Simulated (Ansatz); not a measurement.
**PbS: stiffness from a series of strains**

```yaml
crystal:
  lattice:
    - [2.94050, -2.90000, 0.00000]
    - [2.94050, 2.90000, 0.00000]
    - [-1.08005, 0.00000, 11.70929]
  atoms:
    - { symbol: Pb, position: [0.77560, 0.77560, 0.63638] }
    - { symbol: Pb, position: [0.22440, 0.22440, 0.36362] }
    - { symbol: S, position: [0.26840, 0.26840, 0.59860] }
    - { symbol: S, position: [0.73160, 0.73160, 0.40140] }
```

Atom numbers follow the list: Pb1, Pb2, S3, S4.

The cell is COD entry 2106944, as deposited and not checked against the literature; nothing was relaxed.

Spin–orbit coupling is left out, though it moves levels of the heavy atoms by tenths of an eV or more.

Computed with DFT, PBEsol, all-electron LAPW, scalar-relativistic in Ansatz 0.2.0.

The runs use a Γ-centred 7×7×3 k mesh, Fermi–Dirac smearing of 0.01 eV, basis error target 0.5 meV/atom, no spin polarisation.

The strain is applied along the Cartesian axes of the cell as listed (γ is the engineering shear, twice εxy = εyz = εzx). Fractional coordinates are held (clamped ions).

σ is the change of stress from the unstrained cell, which is at -1.07 GPa; tension is positive, so slopes are stress–strain coefficients at that pressure.

Only quantities that a quadratic follows smoothly over the whole series are listed; rougher ones are left out.

| γ | σxy (GPa) | σyz (GPa) |
| --- | --- | --- |
| -0.0300 | -0.35 | -0.17 |
| -0.0200 | -0.23 | -0.11 |
| -0.0100 | -0.12 | -0.06 |
| 0.0000 | 0.00 | 0.00 |
| 0.0200 | 0.24 | 0.12 |
| 0.0300 | 0.36 | 0.18 |

(1) Fit the series and read off the stiffness at zero strain.

(2) One run, at γ = 0.0100, is withheld. Predict its row.

Results:

(1) Least-squares fits y = p0 + p1 x + p2 x² to the rows give σxy (GPa): p1 = 11.8, p2 = 6.3; σyz (GPa): p1 = 5.82, p2 = 6.3.

(2) The fits give 0.12, 0.06; the run gave 0.12, 0.06.
